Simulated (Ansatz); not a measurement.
**CsBr**

```xyz
2
Lattice="4.2860 0.0000 0.0000 0.0000 4.2860 0.0000 0.0000 0.0000 4.2860" Properties=species:S:1:pos:R:3 pbc="T T T"
Cs    0.0000    0.0000    0.0000
Br    2.1430    2.1430    2.1430
```

Atom numbers follow the list: Cs1, Br2.

The conventional cell has a = 4.286 Å, b = 4.286 Å, c = 4.286 Å, α = 90.00°, β = 90.00°, γ = 90.00°. Cs (atom 1) has 8 Br at 3.71 Å as nearest neighbours. Br (atom 2) is surrounded by 8 Cs at 3.71 Å.

The cell is COD entry 9008788, as deposited and not checked against the literature; nothing was relaxed. It is an old determination, and later ones may differ.

No spin–orbit coupling, which matters for the heavy atoms here.

Methods: DFT, PBE, all-electron LAPW, scalar-relativistic (Ansatz 0.2.0); DFT, PBE, PAW with Ansatz's default frozen-core files, scalar-relativistic (Ansatz 0.2.0).

For LAPW: a Γ-centred 6×6×6 k mesh, Fermi–Dirac smearing of 0.03 eV, basis error target 0.25 meV/atom, no spin polarisation. PAW takes a cutoff of 420 eV at this cell. The Ansatz runs share mesh, smearing and spin set-up. Values come from LAPW unless marked.

```
Band gap                                                                                                               : 4.53 eV, direct at Γ
Löwdin charges (with 0.08 e of the cell spilling out of the atomic basis, so their sizes and signs hang on that basis) : Cs1 0.79, Br2 -0.71 e
Volume per atom                                                                                                        : 39.37 Å³
```

(1) Predict this quantity. Pressure at this cell.

(2) Bader charges (from the PAW run): what does the calculation give?

## Answers

(1) 1.05 GPa.

(2) Cs1 +0.81, Br2 -0.81 e.
